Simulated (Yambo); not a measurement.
Here is a Yambo 5.3.0 calculation.

optics1.in

```
optics
chi
Chimod= "HARTREE"
% BndsRnXd
 1 | 40 |
%
NGsBlkXd= 3 Ry
% LongDrXd
 1 | 0 | 0 |
%
% QpntsRXd
 1 | 1 |
%
% EnRngeXd
 0 | 20 | eV
%
% DmRngeXd
 0.1 | 0.1 | eV
%
ETStpsXd= 200
```

Contents of scf.in:

```
&CONTROL
  calculation = 'scf'
  prefix = 'pwscf'
  outdir = './tmp'
  pseudo_dir = './pseudo'
/
&SYSTEM
  ibrav = 0
  nat = 2
  ntyp = 1
  ecutwfc = 80
  nbnd = 22
  occupations = 'smearing'
  smearing = 'fd'
  degauss = 0.00367493
  force_symmorphic = .true.
/
&ELECTRONS
  conv_thr = 4d-10
  electron_maxstep = 120
  mixing_beta = 0.5
/
ATOMIC_SPECIES
Sb   121.7600 Sb.upf
CELL_PARAMETERS angstrom
   3.3091953418    0.0000000000    0.0000000000
  -1.6545976709    2.8658472321    0.0000000000
   0.0000000000    0.0000000000    5.3962304974
ATOMIC_POSITIONS crystal
Sb     0.6666666667    0.3333333333    0.7500000000
Sb     0.3333333333    0.6666666667    0.2500000000
K_POINTS automatic
12 12 6 0 0 0
```

nscf.in

```
&CONTROL
  calculation = 'nscf'
  prefix = 'pwscf'
  outdir = './tmp'
  pseudo_dir = './pseudo'
/
&SYSTEM
  ibrav = 0
  nat = 2
  ntyp = 1
  ecutwfc = 80
  nbnd = 95
  occupations = 'smearing'
  smearing = 'fd'
  degauss = 0.00367493
  force_symmorphic = .true.
/
&ELECTRONS
  conv_thr = 1d-08
  diago_full_acc = .true.
  diago_thr_init = 1d-06
/
ATOMIC_SPECIES
Sb   121.7600 Sb.upf
CELL_PARAMETERS angstrom
   3.3091953418    0.0000000000    0.0000000000
  -1.6545976709    2.8658472321    0.0000000000
   0.0000000000    0.0000000000    5.3962304974
ATOMIC_POSITIONS crystal
Sb     0.6666666667    0.3333333333    0.7500000000
Sb     0.3333333333    0.6666666667    0.2500000000
K_POINTS automatic
3 3 2 0 0 0
```

Potentials or basis: PseudoDojo 0.4.1 SR PBEsol standard.

Run with:

```sh
$ OMP_NUM_THREADS=1 pw.x -in scf.in > scf.out
$ OMP_NUM_THREADS=1 pw.x -in nscf.in > nscf.out
$ cd tmp/pwscf.save; p2y; mv SAVE ../..; cd ../..
$ OMP_NUM_THREADS=1 yambo
$ OMP_NUM_THREADS=1 yambo -F optics1.in -J optics1 -C optics1_out
```

Q: Predict the band gap on the k mesh, mean-field level.

A: None (metal or under the smearing width).

Dielectric function (along the field direction of the input):
```csv
energy (eV),real part,imaginary part
0.30,14.92,0.31
0.80,18.66,1.49
1.31,39.56,17.15
1.81,-15.88,7.28
2.31,-2.42,1.24
2.81,1.78,0.65
3.32,5.04,0.77
3.82,11.77,3.04
4.32,-0.05,26.74
4.82,-5.42,2.13
5.33,0.95,2.75
5.83,-5.25,1.88
6.33,-3.44,2.25
6.83,-1.86,0.28
7.34,-0.97,0.13
7.84,-0.39,0.11
8.34,0.05,0.18
8.84,-0.01,0.99
9.35,-0.62,0.37
9.85,0.05,0.10
10.35,0.23,0.06
10.85,0.52,0.12
11.36,0.39,0.11
11.86,0.67,0.07
12.36,0.89,0.26
12.86,0.29,0.28
13.37,0.42,0.36
13.87,0.63,0.06
14.37,0.55,0.16
14.87,0.78,0.23
15.38,0.67,0.12
15.88,0.72,0.16
16.38,0.80,0.03
16.88,0.84,0.10
17.39,1.00,0.06
17.89,0.97,0.26
18.39,0.86,0.12
18.89,1.09,0.24
19.40,1.15,0.59
20.00,0.79,0.18
```

Caveat: the k mesh is coarse (spacing up to 0.73 Å⁻¹), so the values aren't converged; the intraband (Drude) term of the metal is left out; the ground state has no gap, which makes the many-body step unreliable; spectra need much finer meshes, so this one isn't converged; these spectra lack excitons. The run has no spin-orbit coupling, so splittings on Sb are missing.
